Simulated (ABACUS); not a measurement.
The system is GaSb.

```
CELL_PARAMETERS angstrom
-2.75343 2.75343 1.59071
2.75343 -2.75343 1.59071
2.75343 2.75343 -1.59071
ATOMIC_POSITIONS crystal
Sb 0.00000 0.00000 0.00000
Ga 0.75000 0.25000 0.50000
```

Measurements of this composition are mostly on another form, of space group No. 216.

Base run:

```yaml
Program: ABACUS 3.10.1
Functional: PW91
Potentials_or_basis: SG15 ONCV 1.2 PBE
Cutoff: 1361 eV
Density_cutoff: 5442 eV
Basis: DZP LCAO (the cutoffs set its grid)
k_mesh: 10 × 10 × 10
Occupations: fermi-dirac, width 0.05 eV
Spin: no spin polarisation
```

Its results: band gap on the k mesh none (metal or under the smearing width); pressure 1.4 GPa.

After a change of settings the same cell gave: band gap on the k mesh none (metal or under the smearing width); pressure -1.8 GPa. Which change was it?
A. functional from PW91 to LDA
B. functional from PW91 to RPBE
C. functional from PW91 to TPSS
D. functional from PW91 to PBEsol

D.

PBEsol binds more tightly than PW91, so the same cell stands under less pressure.

Caveats: the atomic orbitals were generated for these runs and aren't a published set; the potentials were made for another functional, which shifts forces and pressure; the basis of atomic orbitals isn't converged, which shifts pressures, moduli and gaps.

Runs at the PBE level aren't shown here.
